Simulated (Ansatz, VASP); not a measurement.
**YbH3 in VASP and in Ansatz**

```
CELL_PARAMETERS angstrom
0.00000 2.54072 2.54072
2.54072 0.00000 2.54072
2.54072 2.54072 0.00000
ATOMIC_POSITIONS crystal
Yb 0.00000 0.00000 0.00000
H 0.75000 0.75000 0.75000
H 0.25000 0.25000 0.25000
H 0.50000 0.50000 0.50000
```

Alike in both runs: functional PBE; k mesh 16 × 16 × 16; occupations gaussian, width 0.1 eV; no spin polarisation.

Ansatz relaxed the structure, and its values are those at the end. VASP's run is a single point on that final structure, the one shown.

|  | VASP | Ansatz |
| --- | --- | --- |
| version | VASP 6.6.1 | Ansatz 0.2.0 |
| potentials or method | VASP PAW PBE potentials, release 64 (Yb, H) | scalar-relativistic, plane waves, PAW |
| plane-wave cutoff (eV) | 520 | 420 |
| valence electrons in the cell | 27 | 27 |

|  | VASP | Ansatz | Ansatz less VASP |
| --- | --- | --- | --- |
| gap on the k mesh at the Fermi level (eV) | none | none | - |
| pressure (GPa) | -0.2 | 0.0 | +0.25 |

A gap of «none» marks a metal or a gap that the smearing closes.

Caveats: without U or exact exchange the open f shell lies at the Fermi level, which spoils levels, moments and volumes. The runs have no spin-orbit coupling, so splittings on Yb are missing. Spin polarisation is off, so any magnetic state and its effect on volume and gap are missing.
